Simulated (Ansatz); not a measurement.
A plane-wave DFT run in Ansatz 0.2.0 (scalar-relativistic PAW potentials unless the input names others): input and command.

```yaml
crystal:
  lattice:
    - [6.6192623106, -6.6192623106, 6.6192623106]
    - [-6.6192623106, 6.6192623106, 6.6192623106]
    - [-6.6192623106, -6.6192623106, -6.6192623106]
  atoms:
    - { symbol: Cd, position: [0.4904502813, 0.0005995867, 0.4985322004] }
    - { symbol: Cd, position: [0.7504140252, 0.000642225, 0.2508766639] }
    - { symbol: Cd, position: [-0.0017212688, 0.2406884008, 0.750767012] }
    - { symbol: Cd, position: [0.250386499, 0.240805047, 0.498598943] }
    - { symbol: Cd, position: [-0.0018804985, 0.0004335238, -0.0090860581] }
    - { symbol: Cd, position: [0.7504199233, 0.5006222741, 0.7508576186] }
    - { symbol: Cd, position: [0.5022868838, 0.2524932194, 0.2430916424] }
    - { symbol: Cd, position: [0.7427435028, 0.2525746044, 0.0026994568] }
    - { symbol: Cd, position: [0.0100882176, 0.5081642001, 0.5104767701] }
    - { symbol: Cd, position: [0.4906188847, 0.748453449, 0.7506504766] }
    - { symbol: Cd, position: [0.2504051787, 0.5006653081, 0.2508578534] }
    - { symbol: Cd, position: [0.7579713228, 0.760145852, 0.5104488223] }
    - { symbol: Cd, position: [0.5024401888, 0.4929671596, 0.0028153449] }
    - { symbol: Cd, position: [0.010145592, 0.7603466906, 0.2585044041] }
    - { symbol: Cd, position: [0.2502562243, 0.7482854298, -0.0092963678] }
    - { symbol: Te, position: [0.250345073, 0.0006336826, 0.5180515153], spin: 0.75 }
    - { symbol: Te, position: [0.4987018658, 0.0004040404, 0.2494357914] }
    - { symbol: Te, position: [0.7491368218, 0.0005248399, -0.0007735174] }
    - { symbol: Te, position: [0.0019561979, 0.2509525453, 0.5023579473] }
    - { symbol: Te, position: [0.2502328266, 0.2489741855, 0.2494989403] }
    - { symbol: Te, position: [0.0175053804, 0.0004165399, 0.7507305036], spin: 0.75 }
    - { symbol: Te, position: [0.7514756604, 0.5015939626, 0.5003490936] }
    - { symbol: Te, position: [0.4833611846, 0.2335500767, -0.0162610877], spin: 0.75 }
    - { symbol: Te, position: [0.7491882194, 0.2489692418, 0.7506438937] }
    - { symbol: Te, position: [-5.29426e-05, 0.5016954555, 0.2518904792] }
    - { symbol: Te, position: [0.5007903449, 0.7522092509, 0.5022649677] }
    - { symbol: Te, position: [0.2503421427, 0.4993573282, -0.0007842592] }
    - { symbol: Te, position: [0.751531317, 0.7502133516, 0.2519524162] }
    - { symbol: Te, position: [0.4988157115, 0.4994264363, 0.7507330855] }
    - { symbol: Te, position: [0.0019615496, 0.7521057612, 0.0012057493] }
    - { symbol: Te, position: [0.2503613552, 0.767760911, 0.7505965642], spin: 0.75 }
  host:
    lattice:
      - [0.0, 3.3096311553, 3.3096311553]
      - [3.3096311553, 0.0, 3.3096311553]
      - [3.3096311553, 3.3096311553, 0.0]
    atoms:
      - { symbol: Cd, position: [0.0, 0.0, 0.0] }
      - { symbol: Te, position: [0.25, 0.25, 0.25] }
total_charge: -1
basis:
  ecutwfc: 420
  xc_grid: 2
kpoints:
  mp_grid: { grid: [2, 2, 2], shift: [0.5, 0.5, 0.5] }
hamiltonian:
  xc: pbe
scf:
  occupations: { method: gaussian, width: 0.01 }
  n_extra_bands: 16
output:
  forces: true
  eigenvalues: true
magnetization:
  spin_polarized: true
```

```bash
ansatz run input.yaml --threads 4 --pin off --max-ram 10240MiB --backend cpu --events-out ev --progress --plain --runs-dir out
```

Abridged log:
```
Warning: the band count 295 (scf.n_extra_bands) hosts the net moment |M| = 3.0000 μB (N_el = 557) but caps the reachable moment at 2·n_bands − N_el = 33.0000 μB, below the 336 bands that the automatic rule leaves for it — a moment growing past the seed, or the majority channel's smearing tail, pins there with fewer empty majority states than that count leaves; raise or omit scf.n_extra_bands unless the cap is intended
Basis set: ecut = 420 eV, 22663 PW (Γ), exchange–correlation on 160×160×160 points (8 copies of the dense FFT grid, shifted against one another)
Bands: 295, of which v1, the nominal top of the filled ones, is band 279 counted from 1 (278 counted from 0)
Symmetry: 1 space group operations
k-points: 4 of 8 (time reversal used)
SCF iter   1: F=—  HF=-235506.764139 eV  |F-HF|=—  |Δ(HF+E_count)|=         —  Δρ=1.77e-2 (↑1.74e-2 ↓1.77e-2) dr2=1.64e1  dr2_m=1.43e0  M=1.000 μB ∫|m|=1.063 μB  β_m=0.30  ethr=2.91e-3  ⟨swp⟩=1.1  Hψ=11841  notcnv=0
SCF iter   2: F=—  HF=-235504.538716 eV  |F-HF|=—  |Δ(HF+E_count)|=    2.23e0  Δρ=1.24e-2 (↑1.23e-2 ↓1.24e-2) dr2=9.05e0  dr2_m=7.05e-1  M=1.000 μB ∫|m|=1.049 μB  β_m=0.30  ethr=2.91e-3  ⟨swp⟩=2.0  Hψ=2450  notcnv=0
SCF iter   3: F=—  HF=-235502.102243 eV  |F-HF|=—  |Δ(HF+E_count)|=    2.44e0  Δρ=7.31e-3 (↑7.31e-3 ↓7.09e-3) dr2=5.10e-1  dr2_m=3.44e-1  M=1.000 μB ∫|m|=1.041 μB  β_m=0.30  ethr=1.63e-3  ⟨swp⟩=3.0  Hψ=4052  notcnv=0  defer=90
SCF iter   4: F=—  HF=-235502.085497 eV  |F-HF|=—  |Δ(HF+E_count)|=   1.67e-2  Δρ=4.35e-3 (↑4.07e-3 ↓4.35e-3) dr2=1.17e-1  dr2_m=1.72e-1  M=1.000 μB ∫|m|=1.039 μB  β_m=0.30  ethr=9.16e-5  ⟨swp⟩=2.8  Hψ=5154  notcnv=0  defer=84
SCF iter   5: F=—  HF=-235502.096802 eV  |F-HF|=—  |Δ(HF+E_count)|=   1.13e-2  Δρ=2.98e-3 (↑2.84e-3 ↓2.98e-3) dr2=1.72e-2  dr2_m=8.52e-2  M=1.000 μB ∫|m|=1.039 μB  β_m=0.30  ethr=2.10e-5  ⟨swp⟩=3.0  Hψ=3046  notcnv=0  defer=84
SCF iter   6: F=—  HF=-235502.113330 eV  |F-HF|=—  |Δ(HF+E_count)|=   1.65e-2  Δρ=2.12e-3 (↑1.96e-3 ↓2.12e-3) dr2=1.32e-2  dr2_m=4.26e-2  M=1.000 μB ∫|m|=1.036 μB  β_m=0.30  ethr=3.09e-6  ⟨swp⟩=2.0  Hψ=3336  notcnv=0  defer=84
SCF iter   7: F=—  HF=-235502.119181 eV  |F-HF|=—  |Δ(HF+E_count)|=   5.85e-3  Δρ=1.48e-3 (↑1.37e-3 ↓1.48e-3) dr2=3.19e-3  dr2_m=2.12e-2  M=1.000 μB ∫|m|=1.034 μB  β_m=0.30  ethr=2.37e-6  ⟨swp⟩=2.0  Hψ=3332  notcnv=0  defer=84
Mixer restart at iter 7: flushing history
spin-set hold released at iteration 7 (site moments contracting): the magnetisation degrees of freedom join the quasi-Newton model from the next iteration; the mixer history was flushed
SCF iter   8: F=—  HF=-235502.121732 eV  |F-HF|=—  |Δ(HF+E_count)|=   2.55e-3  Δρ=1.05e-3 (↑9.79e-4 ↓1.05e-3) dr2=4.28e-3  dr2_m=1.06e-2  M=1.000 μB ∫|m|=1.034 μB  β_m=0.50  ethr=5.72e-7  ⟨swp⟩=2.0  Hψ=3424  notcnv=0  defer=84
   ...
SCF iter  13: F=—  HF=-235502.124331 eV  |F-HF|=—  |Δ(HF+E_count)|=   1.90e-7  Δρ=1.51e-5 (↑1.23e-5 ↓1.51e-5) dr2=8.60e-6  dr2_m=1.59e-6  M=1.000 μB ∫|m|=1.032 μB  β_m=0.35  ethr=6.58e-9  ⟨swp⟩=2.0  Hψ=3288  notcnv=0  defer=84
SCF iter  14: F=—  HF=-235502.124333 eV  |F-HF|=—  |Δ(HF+E_count)|=   2.00e-6  Δρ=8.19e-6 (↑7.47e-6 ↓8.19e-6) dr2=6.37e-7  dr2_m=6.11e-7  M=1.000 μB ∫|m|=1.032 μB  β_m=0.37  ethr=1.54e-9  ⟨swp⟩=2.0  Hψ=3289  notcnv=0  defer=84
SCF iter  15: F=—  HF=-235502.124334 eV  |F-HF|=—  |Δ(HF+E_count)|=   1.33e-6  Δρ=4.14e-6 (↑3.76e-6 ↓4.14e-6) dr2=1.29e-7  dr2_m=1.58e-7  M=1.000 μB ∫|m|=1.032 μB  β_m=0.42  ethr=1.14e-10  ⟨swp⟩=3.0  Hψ=3709  notcnv=0  defer=84
SCF iter  16: F=—  HF=-235502.124334 eV  |F-HF|=—  |Δ(HF+E_count)|=   4.21e-7  Δρ=1.92e-6 (↑1.59e-6 ↓1.92e-6) dr2=1.50e-7  dr2_m=2.65e-8  M=1.000 μB ∫|m|=1.032 μB  β_m=0.38  ethr=1.80e-11  ⟨swp⟩=10.0  Hψ=10277  notcnv=0
SCF iter  17: F=—  HF=-235502.124334 eV  |F-HF|=—  |Δ(HF+E_count)|=   4.93e-8  Δρ=1.54e-6 (↑1.01e-6 ↓1.54e-6) dr2=1.66e-7  dr2_m=1.11e-8  M=1.000 μB ∫|m|=1.032 μB  β_m=0.30  ethr=2.32e-11  ⟨swp⟩=2.0  Hψ=3414  notcnv=0
SCF iter  18: F=—  HF=-235502.124334 eV  |F-HF|=—  |Δ(HF+E_count)|=   1.51e-9  Δρ=6.26e-7 (↑6.26e-7 ↓6.16e-7) dr2=1.22e-8  dr2_m=3.49e-9  M=1.000 μB ∫|m|=1.032 μB  β_m=0.29  ethr=1.80e-11  ⟨swp⟩=2.5  Hψ=5879  notcnv=0
SCF iter  19: F=—  HF=-235502.124334 eV  |F-HF|=—  |Δ(HF+E_count)|=   6.75e-9  Δρ=4.49e-7 (↑3.09e-7 ↓4.49e-7) dr2=2.00e-9  dr2_m=1.39e-9  M=1.000 μB ∫|m|=1.032 μB  β_m=0.40  ethr=2.20e-12  ⟨swp⟩=3.0  Hψ=5640  notcnv=0
SCF iter  20: F=-235502.124334 eV  HF=-235502.124334 eV  |F-HF|=1.16e-10  |Δ(HF+E_count)|=   3.20e-9  Δρ=2.14e-7 (↑1.70e-7 ↓2.14e-7) dr2=8.69e-10  dr2_m=3.42e-10  M=1.000 μB ∫|m|=1.032 μB  ethr=1.00e-12  ⟨swp⟩=3.0  Hψ=5176  notcnv=0
SCF 1 converged in 20 iterations: F = -235502.124334 eV  dr2 = 8.69e-10
SCF converged after 20 iterations
Magnetization: 1.0000 μB (279.0000 up, 278.0000 down)
Absolute magnetization: 1.0360 μB (∫|ρ↑−ρ↓|, with the PAW one-centre terms)
Spin contamination: 0.0010 ħ² per cell (⟨S²⟩ above its minimum at these occupations)
Per-site moments (μB) at R_I (Å): [(0.00318045, 1.16958401), (0.00167138, 1.18758521), (0.00320906, 1.16971415), (0.00319183, 1.16966277), (0.00318511, 1.16962721), (0.00170273, 1.18764670), (0.00323482, 1.16990212), (0.00322945, 1.16987768), (0.00321374, 1.16974002), (0.00321685, 1.16977560), (0.00168614, 1.18758704), (0.00323280, 1.16984526), (0.00321023, 1.16980133), (0.00323384, 1.16977731), (0.00318377, 1.16960935), (0.08002261, 1.16958401), (0.01754489, 1.18778300), (0.01762701, 1.18793587), (0.01764249, 1.18758521), (0.01755210, 1.18791526), (0.08042859, 1.16962721), (0.01791085, 1.1879 ...
Free energy (F): -235502.124334 eV
Harris-Foulkes:  -235502.124334 eV  (|F-HF|=1.16e-10)
Internal energy: -235502.121687 eV  (E = F + TS)
E sigma→0 (E₀):  -235502.123011 eV
Entropy (-TS):   -0.002647 eV (-0.085 meV/atom)
Fermi energy:    6.073137 eV
--- Forces (eV/Å), atoms counted from 1 ---
  atom   1  Cd    -0.00114702    -0.00396870    -0.00122372
  atom   2  Cd     0.00066591     0.00106889    -0.00015994
  atom   3  Cd     0.00115540    -0.00142068     0.00390650
  atom   4  Cd    -0.00355080    -0.00143588    -0.00168259
  atom   5  Cd     0.00117575    -0.00334107     0.00160115
  atom   6  Cd     0.00055443     0.00035665    -0.00037427
  atom   7  Cd     0.00157053     0.00146662    -0.00205397
  atom   8  Cd     0.00207205     0.00168817    -0.00174513
  atom   9  Cd    -0.00158247     0.00301444     0.00174466
  atom  10  Cd    -0.00198223     0.00165940     0.00316395
  atom  11  Cd     0.00172580     0.00045905    -0.00016702
  atom  12  Cd     0.00264457    -0.00168826     0.00207757
  atom  13  Cd     0.00150118     0.00235816    -0.00179289
  atom  14  Cd    -0.00113137    -0.00114486    -0.00338533
  atom  15  Cd    -0.00427014     0.00085580     0.00128509
  atom  16  Te     0.00272397     0.00106189     0.00198557
  atom  17  Te    -0.00013382     0.00145573     0.00063541
  atom  18  Te     0.00004140     0.00086449    -0.00029931
  atom  19  Te     0.00043464    -0.00157753    -0.00040798
  atom  20  Te     0.00102901    -0.00012256     0.00123028
  atom  21  Te    -0.00203693     0.00202767    -0.00127632
  atom  22  Te    -0.00083192     0.00042224     0.00128439
  atom  23  Te    -0.00151324    -0.00097557     0.00192917
  atom  24  Te    -0.00075317     0.00044529    -0.00189640
  atom  25  Te    -0.00168001    -0.00004370     0.00040891
  atom  26  Te    -0.00182799    -0.00038803    -0.00152126
  atom  27  Te     0.00163591     0.00038328    -0.00082788
  atom  28  Te     0.00086517    -0.00147341     0.00055908
  atom  29  Te     0.00139042    -0.00063275    -0.00141218
  atom  30  Te     0.00067031     0.00057548     0.00179707
  atom  31  Te     0.00058190    -0.00195266    -0.00338050
```

Apart from outputs and the relaxation, which only the reference makes, the input differs from a reference run on usual settings in scf.n_extra_bands: not typed → 16. The reference, at the same geometry, ended its own course with largest force 0.005 eV/Å, no gap on the mesh. This run converged in 20 SCF iterations with an energy at zero smearing within 0.01 meV/atom of the reference's, largest force 0.005 eV/Å, no gap on the mesh.

The run took 2.5 min on 4 threads of Oxide Virtual Turin-like Processor (Zen 5) (shared host), peak memory 6.8 GiB.